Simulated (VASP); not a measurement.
Write the native input for VASP 6.6.1 that does the following.

```
Task                   : relaxation of cell and atoms
Functional             : LDA
Potentials or basis    : VASP PAW LDA potentials, release 64 (Mg, O)
Cutoff                 : 600 eV
k mesh                 : 8 × 8 × 8
Occupations            : gaussian, width 0.02 eV
Spin                   : no spin polarisation
Target pressure        : 130 GPa
Dipole correction      : no
Further INCAR settings : ALGO = Normal; EDIFF = 1e-07; IBRION = 2; EDIFFG = -0.002; NSW = 100; ISIF = 3
Target pressure        : 130 GPa
```

The structure of MgO2 lies in POSCAR:

```
MgO2
1.0
   -2.2358364300      2.2358364300      2.5899110000
    2.2358364300     -2.2358364300      2.5899110000
    2.2358364300      2.2358364300     -2.5899110000
Mg O
2 4
Direct
    0.2500000000      0.2500000000      0.0000000000
    0.7500000000      0.7500000000      0.0000000000
    0.1151000000      0.6151000000      0.7302000000
    0.6151000000      0.8849000000      0.5000000000
    0.8849000000      0.3849000000      0.2698000000
    0.3849000000      0.1151000000      0.5000000000
```

The cell was built by a generator and needn't be a form met in nature.

These files were run (other wordings do the same):

INCAR

```
ALGO     = Normal         # electronic algorithm
EDIFF    = 1E-7           # SCF threshold, eV
EDIFFG   = -0.002         # ionic threshold
ENCUT    = 600            # plane-wave cutoff, eV
GGA      = CA             # functional
IBRION   = 2              # ionic algorithm
ISIF     = 3              # what is computed and relaxed
ISMEAR   = 0              # smearing method
LASPH    = T              # aspherical terms in the spheres
LCHARG   = F              # write CHGCAR
LREAL    = F              # projectors in reciprocal space
LWAVE    = F              # write WAVECAR
NELM     = 100            # most SCF steps
NSW      = 100            # ionic steps
PREC     = Accurate       # precision mode
PSTRESS  = 1300.0       
SIGMA    = 0.02           # smearing width, eV
```

KPOINTS

```
k-points
0
Gamma
  8 8 8
```

Potentials or basis: VASP PAW LDA potentials, release 64 (Mg, O).

Run with:

```bash
$ cat potpaw_LDA.64/Mg/POTCAR potpaw_LDA.64/O/POTCAR > POTCAR
$ mpirun -np 1 vasp_std > vasp.out
```

Results of the run:

The relaxed volume is 5.75 Å³/atom, the relaxed cell is a = 3.572 Å, b = 3.572 Å, c = 3.572 Å, α = 113.92°, β = 113.92°, γ = 100.90° and the space group after relaxing (to 0.05 Å) is I4/mcm (No. 140). The energy change on relaxing (the enthalpy is what falls) is +673.8 meV/atom, the ionic steps are 16 and the pressure after relaxing is 130.0 GPa. The band gap on the k mesh is 4.02 eV, indirect (least direct gap 5.09 eV).

Caveat: the cell is relaxed towards a set pressure, so the enthalpy falls and the energy may rise; the volume moved by over 15 % at a fixed basis, so the end points are rough.

Run time: 3.6 min on 1 thread of Intel(R) Xeon(R) 6975P-C (Granite Rapids), with other jobs on the host, peak memory 0.23 GiB.
